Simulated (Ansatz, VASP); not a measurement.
PtSe2: VASP beside Ansatz

```
CELL_PARAMETERS angstrom
3.77170 0.00000 0.00000
-1.88585 3.26639 0.00000
0.00000 0.00000 4.82183
ATOMIC_POSITIONS crystal
Pt 0.00000 0.00000 0.00000
Se 0.33333 0.66667 0.26554
Se 0.66667 0.33333 0.73446
```

Alike in both runs: task single point; functional PBE; dispersion D3(BJ); k mesh 12 × 12 × 8; occupations gaussian, width 0.15 eV; no spin polarisation.

```csv
,VASP,Ansatz
version,VASP 6.6.1,Ansatz 0.2.0
potentials or method,"VASP PAW PBE potentials, release 64 (Pt, Se)","scalar-relativistic, plane waves, PAW"
plane-wave cutoff (eV),520,420
valence electrons in the cell,22,50
```

|  | VASP | Ansatz | Ansatz less VASP |
| --- | --- | --- | --- |
| gap on the k mesh at the Fermi level (eV) | none | none | - |
| pressure (GPa) | 0.0 | 0.0 | +0.03 |

A gap of «none» marks a metal or a gap that the smearing closes. The two sets of potentials don't hold the same shells in valence.

Caveats: pairwise dispersion overbinds metals, which lowers pressure and volume. The runs have no spin-orbit coupling, so splittings on Pt are missing.
